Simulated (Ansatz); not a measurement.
Reaction (ligand exchange at a B–O bond): `CBOC(C)=O` + `N[SiH3]` → `CBN[SiH3]` + `CC(=O)O`

Program: Ansatz. Geometries: PBE0-D4/def2-TZVP. ΔE: electronic, gas phase. CBS: MP2 limit from def2 TZ/QZ plus the TZ coupled-cluster correction, frozen cores. This one scheme is used for every species. Functionals use def2-TZVPP. B3LYP here is the variant with VWN-RPA as its local correlation; programs differ in this. HSE06 is defined as in plane-wave codes. One conformer a species, not always the lowest.

(1) Is it downhill or uphill in electronic energy at CCSD(T)/CBS, and by how much? (Best estimate.)

(2) What do these levels give: revPBE-D4, B97M-V, ωB97M-V, revPBE, BLYP, r2SCAN, B3LYP, r2SCANh, r2SCAN0, HSE06, HF/def2-TZVPP, SCS-MP2/def2-TZVPP? (An estimate is asked.)

(3) What do rigid-rotor, harmonic-oscillator terms from PBE0-D4/def2-TZVP frequencies (298.15 K, 1 bar) make of the CCSD(T)/CBS value? (Best estimate.)

Largest T1 diagnostic among the species: 0.015.

Results:

(1) The calculation gave: Downhill: ΔE = -22.1 kJ/mol.

(2) Computed: revPBE-D4 -30.6, B97M-V -21.0, ωB97M-V -23.2, revPBE -25.1, BLYP -19.4, r2SCAN -24.0, B3LYP -19.1, r2SCANh -23.8, r2SCAN0 -23.5, HSE06 -25.8, HF/def2-TZVPP -11.0, SCS-MP2/def2-TZVPP -21.2 kJ/mol.

(3) The calculation gave: ΔZPE = +6.1 kJ/mol, ΔH = -18.1 kJ/mol, ΔS = -7 J/(mol·K), ΔG = -16.0 kJ/mol.

The D4 term adds −3.9 kJ/mol with B3LYP and −1.9 kJ/mol with PBE0; it sums over pairs of atoms, weighted by their polarisabilities, and B3LYP, whose exchange is more repulsive, gets the larger term. Leaving LDA and LC-ωPBE aside and taking each functional with its dispersion term where it has one, the values, not all of them listed here, spread over 10.3 kJ/mol, from revPBE-D4 to B2PLYP. LDA lies −4.6 kJ/mol from PBE without D4.
